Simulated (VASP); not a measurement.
# NaI (I4/mmm) in VASP: notebook

One crystal, NaI, is run at these levels: PBE; tasks: single point.

Program: VASP 6.6.1. These are calculated values, not measurements. Logs are shortened: lines on timing, memory, paths and dates and some standing lists are left out, and cuts for length are marked.

**1. The crystal as given**

It takes space group I4/mmm (No. 139, tetragonal). The conventional cell has a = 4.832 Å, b = 4.832 Å, c = 5.808 Å, α = 90.00°, β = 90.00°, γ = 90.00°. Na (site symmetry 4/mmm) has 2 I at 2.90 Å as nearest neighbours. I (site symmetry 4/mmm) has 2 Na at 2.90 Å as nearest neighbours.

Measurements of this composition are mostly on another form, of space group No. 225.

**2. Single point, PBE**

INCAR

```
  ALGO = Normal
  EDIFF = 1E-6
  ENCUT = 520
  GGA = PE
  ISIF = 2
  ISMEAR = 0
  LASPH = T
  LCHARG = F
  LREAL = F
  LWAVE = F
  NBANDS = 14
  NELM = 60
  PREC = Accurate
  SIGMA = 0.05
```

KPOINTS

```
k-points
0
Gamma
  8 8 8
```

POSCAR

```
NaI
1.0
    0.0000000000      3.4165613001      2.9040771051
    3.4165613001      0.0000000000      2.9040771051
    3.4165613001      3.4165613001      0.0000000000
Na I
1 1
Direct
    0.0000000000      0.0000000000      0.0000000000
    0.5000000000      0.5000000000      0.5000000000
```

Potentials or basis: VASP PAW PBE potentials, release 64 (Na_pv, I).

Command:

```bash
cat potpaw_PBE.64/Na_pv/POTCAR potpaw_PBE.64/I/POTCAR > POTCAR
mpirun -np 1 vasp_std > vasp.out
```

OUTCAR:

```text
EDIFF = 1E-6
   ENCUT = 520
   GGA = PE
   ISIF = 2
   ISMEAR = 0
   LASPH = T
   LREAL = F
   NELM = 60
   PREC = Accurate

 ion  position               nearest neighbor table
   1  0.000  0.000  0.000-   2 2.90   2 2.90
   2  0.500  0.500  0.500-   1 2.90   1 2.90

  LATTYP: Found a body centered tetragonal cell.
 ALAT       =     4.8317473273
 C/A-ratio  =     1.2020815280

  Lattice vectors:

 A1 = (   0.0000000000,  -3.4165613001,  -2.9040771051)
 A2 = (   0.0000000000,   3.4165613001,  -2.9040771051)
 A3 = (   3.4165613001,   0.0000000000,   2.9040771051)

Analysis of symmetry for initial positions (statically):
=====================================================================
 Subroutine PRICEL returns:
 Original cell was already a primitive cell.

 Routine SETGRP: Setting up the symmetry group for a
 body centered tetragonal supercell.

 Subroutine GETGRP returns: Found 16 space group operations
 (whereof 16 operations were pure point group operations)
 out of a pool of 16 trial point group operations.

The static configuration has the point symmetry D_4h.

Analysis of symmetry for dynamics (positions and initial velocities):
=====================================================================
 Subroutine PRICEL returns:
 Original cell was already a primitive cell.

 Routine SETGRP: Setting up the symmetry group for a
 body centered tetragonal supercell.

 Subroutine GETGRP returns: Found 16 space group operations
 (whereof 16 operations were pure point group operations)
 out of a pool of 16 trial point group operations.

The dynamic configuration has the point symmetry D_4h.

 Subroutine INISYM returns: Found 16 space group operations
 (whereof 16 operations are pure point group operations),
 and found     1 'primitive' translations

----------------------------------------------------------------------------------------

                                     Primitive cell

  volume of cell :      67.7980

  direct lattice vectors                    reciprocal lattice vectors
     0.000000000  3.416561300  2.904077105    -0.146345977  0.146345977  0.172171737
     3.416561300  0.000000000  2.904077105     0.146345977 -0.146345977  0.172171737
     3.416561300  3.416561300  0.000000000     0.146345977  0.146345977 -0.172171737

  length of vectors
     4.484033335  4.484033335  4.831747327     0.269216264  0.269216264  0.269216264

  position of ions in fractional coordinates (direct lattice)
     0.000000000  0.000000000  0.000000000
     0.500000000  0.500000000  0.500000000

  ion indices of the primitive-cell ions
   primitive index   ion index
                 1           1
                 2           2

----------------------------------------------------------------------------------------

 KPOINTS: k-points

Automatic generation of k-mesh.
 Grid dimensions read from file:
 generate k-points for:    8    8    8

 Generating k-lattice:

  Cartesian coordinates                     Fractional coordinates (reciprocal lattice)
    -0.018293247  0.018293247  0.021521467     0.125000000  0.000000000  0.000000000
     0.018293247 -0.018293247  0.021521467     0.000000000  0.125000000  0.000000000
     0.018293247  0.018293247 -0.021521467     0.000000000  0.000000000  0.125000000

  Length of vectors
     0.033652033  0.033652033  0.033652033

  Shift w.r.t. Gamma in fractional coordinates (k-lattice)
     0.000000000  0.000000000  0.000000000

 Subroutine IBZKPT returns following result:
 ===========================================

 Found     59 irreducible k-points:

 Following reciprocal coordinates:
            Coordinates               Weight
  0.000000  0.000000  0.000000      1.000000
  0.125000  0.000000  0.000000      8.000000
  0.250000  0.000000  0.000000      8.000000
  0.375000  0.000000  0.000000      8.000000
  0.500000  0.000000  0.000000      4.000000
  0.125000  0.125000  0.000000      2.000000
[... 16 lines left out ...]
  0.250000  0.000000  0.125000     16.000000
  0.375000  0.000000  0.125000     16.000000
 [... further k-points ...]
   k-points           NKPTS =     59   k-points in BZ     NKDIM =     59   number of bands    NBANDS=     14
   number of dos      NEDOS =    301   number of ions     NIONS =      2
   total plane-waves  NPLWV =  46656
   dimension x,y,z NGX =    36 NGY =   36 NGZ =   36
   dimension x,y,z NGXF=    72 NGYF=   72 NGZF=   72
   ions per type =               1   1
   NGX,Y,Z   is equivalent  to a cutoff of  13.35, 13.35, 12.39 a.u.
   NGXF,Y,Z  is equivalent  to a cutoff of  26.69, 26.69, 24.77 a.u.
 SYSTEM =  unknown system
   PREC   = accura    normal or accurate (medium, high low for compatibility)
   ISTART =      0    job   : 0-new  1-cont  2-samecut
   ICHARG =      2    charge: 1-file 2-atom 10-const
   ISPIN  =      1    spin polarized calculation?
   LNONCOLLINEAR =      F non collinear calculations
   LSORBIT =      F    spin-orbit coupling
   LASPH  =      T    aspherical Exc in radial PAW
   ENCUT  =  520.0 eV  38.22 Ry    6.18 a.u.   8.34  8.34  8.98*2*pi/ulx,y,z
   NELM   =     60;   NELMIN=  2; NELMDL= -5     # of ELM steps
   EDIFF  = 0.1E-05   stopping-criterion for ELM
   LREAL  =      F    real-space projection
   EDIFFG = 0.1E-04   stopping-criterion for IOM
   NSW    =      0    number of steps for IOM
   IBRION =     -1    ionic relax: 0-MD 1-quasi-New 2-CG
   NFREE  =      0    steps in history (QN), initial steepest desc. (CG)
   ISIF   =      2    stress and relaxation
   ISYM   =      2    0-nonsym 1-usesym 2-fastsym
   POTIM  = 0.5000    time-step for ionic-motion
   TEBEG  =    0.0;   TEEND  =   0.0 temperature during run
   PSTRESS=    0.0 pullay stress
   NELECT =      14.0000    total number of electrons
   NUPDOWN=      -1.0000    fix difference up-down
   EMIN   =  10.00;   EMAX   =-10.00  energy-range for DOS
   EFERMI =   0.00;   METHOD = LEGACY
   ISMEAR =     0;   SIGMA  =   0.05  broadening in eV -4-tet -1-fermi 0-gaus
   EFERMI_NEDOS =   21; number of points for ismear=-14 and -15
   IALGO  =     38    algorithm
   IMIX   =      4    mixing-type and parameters
     AMIX     =   0.40;   BMIX     =  1.00
     AMIX_MAG =   1.60;   BMIX_MAG =  1.00
  volume/ion in A,a.u.               =      33.90       228.76
  Fermi-wavevector in a.u.,A,eV,Ry     =   0.967636  1.828567 12.739397  0.936319
  Thomas-Fermi vector in A             =   2.097538
   LORBIT       =      0    0 simple, 1 ext, 2 COOP (PROOUT), +10 PAW based schemes
   GGA     = PE    functional components
   LHFCALC =     F    Hartree Fock is set to
   AEXX    =    0.0000 exact exchange contribution
   IVDW    =     0    specifies the selected vdW correction
   LEPSILON=     F    determine dielectric tensor
   LRPA    =     F    only Hartree local field effects (RPA)
 non-spin polarized calculation
 Gauss-broadening in eV      SIGMA  =   0.05
  energy-cutoff  :      520.00
  volume of cell :       67.80
 maximum number of plane-waves:      1839
 NGX is ok and might be reduce to    36
   NGX = 17   NGY = 17   NGZ = 17

 number of electron      13.9999996 magnetization

 Free energy of the ion-electron system (eV)
  ---------------------------------------------------
  ext. energy  EPLUGINS =         0.00000000
  ---------------------------------------------------
  free energy    TOTEN  =        -5.26463937 eV

  energy without entropy =       -5.26463937  energy(sigma->0) =       -5.26463937

 E-fermi :   1.1712     XC(G=0):  -7.6715

 val. band max:        0.8643692347   @ k =   0.0000   0.0000   0.0000
 cond. band min:       4.4837062092   @ k =   0.0000   0.0000   0.0000
 fundamental gap:      3.6193369745
 Fermi energy:         1.1712086048

 k-point     1 :       0.0000    0.0000    0.0000
  band No.  band energies     occupation
      1     -21.6030      2.00000
      2     -21.6030      2.00000
      3     -21.6005      2.00000
      4     -10.2512      2.00000
      5       0.6002      2.00000
      6       0.8644      2.00000
      7       0.8644      2.00000
      8       4.4837      0.00000
      9       8.5107      0.00000
     10       8.5107      0.00000
     11       9.5403      0.00000
     12       9.6734      0.00000
     13      11.1714      0.00000
     14      11.3977      0.00000

 k-point     2 :       0.1250    0.0000    0.0000
  band No.  band energies     occupation
      1     -21.6035      2.00000
      2     -21.6032      2.00000
      3     -21.6009      2.00000
      4     -10.2063      2.00000
      5       0.2648      2.00000
      6       0.7273      2.00000
      7       0.7852      2.00000
      8       4.9968      0.00000
      9       8.3494      0.00000
     10       8.5555      0.00000
     11       9.3771      0.00000
     12       9.5417      0.00000
     13      10.4938      0.00000
     14      11.9743      0.00000

 k-point     3 :       0.2500    0.0000    0.0000
  band No.  band energies     occupation
      1     -21.6052      2.00000
      2     -21.6036      2.00000
      3     -21.6012      2.00000
      4     -10.0937      2.00000
      5      -0.5330      2.00000
      6       0.6071      2.00000
      7       0.6551      2.00000
      8       5.7520      0.00000
      9       8.1884      0.00000
     10       8.2486      0.00000
     11       9.4984      0.00000
     12      10.2980      0.00000
     13      10.3561      0.00000
     14      11.8195      0.00000
[... 324 lines left out ...]
 k-point    23 :       0.2500    0.0000    0.1250
  band No.  band energies     occupation
      1     -21.6046      2.00000
      2     -21.6033      2.00000
      3     -21.6012      2.00000
      4     -10.1207      2.00000
      5      -0.2436      2.00000
      6       0.4505      2.00000
      7       0.6661      2.00000
      8       5.8350      0.00000
      9       7.7962      0.00000
     10       8.1639      0.00000
     11       9.4767      0.00000
     12       9.8534      0.00000
     13      10.9471      0.00000
     14      12.5030      0.00000

 k-point    24 :       0.3750    0.0000    0.1250
  band No.  band energies     occupation
      1     -21.6063      2.00000
      2     -21.6039      2.00000
      3     -21.6015      2.00000
      4     -10.0042      2.00000
      5      -0.9007      2.00000
      6       0.3361      2.00000
      7       0.5115      2.00000
      8       6.2638      0.00000
      9       7.6743      0.00000
     10       8.3014      0.00000
     11       9.3600      0.00000
     12      11.0182      0.00000
     13      11.7553      0.00000
     14      12.3318      0.00000

 [... further k-points ...]

------------------------ aborting loop because EDIFF is reached ----------------------------------------

  FORCE on cell =-STRESS in cart. coord.  units (eV):
  Direction    XX          YY          ZZ          XY          YZ          ZX
  --------------------------------------------------------------------------------------
  -------------------------------------------------------------------------------------
  Total       -0.1486139     -0.1486139      2.3936637      0.0000000     -0.0000000      0.0000000
  in kB       -3.5119916     -3.5119916     56.5662170      0.0000000     -0.0000000      0.0000000
  external PRESSURE =      16.5140779 kB  Pullay stress =       0.0000000 kB

 VOLUME and BASIS-vectors are now :
 -----------------------------------------------------------------------------
  energy-cutoff  :      520.00
  volume of cell :       67.80
      direct lattice vectors                 reciprocal lattice vectors
     0.000000000  3.416561300  2.904077105    -0.146345977  0.146345977  0.172171737
     3.416561300  0.000000000  2.904077105     0.146345977 -0.146345977  0.172171737
     3.416561300  3.416561300  0.000000000     0.146345977  0.146345977 -0.172171737

 POSITION                                       TOTAL-FORCE (eV/Angst)
 -----------------------------------------------------------------------------------
      0.00000      0.00000      0.00000         0.000000      0.000000      0.000000
      3.41656      3.41656      2.90408         0.000000      0.000000      0.000000
 -----------------------------------------------------------------------------------
    total drift:                                0.000000      0.000000      0.000000

  FREE ENERGIE OF THE ION-ELECTRON SYSTEM (eV)
  ---------------------------------------------------
  free  energy   TOTEN  =        -5.2646393654 eV

  energy  without entropy=       -5.2646393654  energy(sigma->0) =       -5.26463937
```

Wall time 28 s (1 thread of Intel Xeon 6975P-C (Granite Rapids), shared host); peak memory 0.23 GiB.

Results:

```yaml
Free_energy: -5.2646 eV
Pressure: 1.7 GPa
Band_gap_on_the_k_mesh: 3.62 eV, direct
```

Caveat: spin-orbit coupling is left out, which moves the levels of the heavy elements.

(Part 1 of 2 ends here.)
